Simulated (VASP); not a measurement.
The system is MgS.

```
S Mg
1.0
     0.00000    2.83312    2.83312
     2.83312    0.00000    2.83312
     2.83312    2.83312    0.00000
S Mg
1 1
Direct
  0.25000 0.25000 0.25000
  0.00000 0.00000 0.00000
```

The cell comes from a database or a generator and needn't be the stable form of this composition.

Base run:

```yaml
Program: VASP 6.6.1
Functional: HSE03
Potentials_or_basis: VASP PAW PBE potentials, release 64 (S, Mg)
Cutoff: 520 eV
k_mesh: 6 × 6 × 6
Occupations: gaussian, width 0.02 eV
Spin: no spin polarisation
```

Its results: band gap on the k mesh 4.29 eV, direct; pressure -0.2 GPa.

Task: The run is repeated on the same cell with these changes: functional from HSE03 to PBE0. What comes out?

Result: Band gap on the k mesh 5.18 eV, direct; pressure -0.3 GPa.

Caveats: the PAW data sets were made with another functional, which shifts forces and pressure a little.
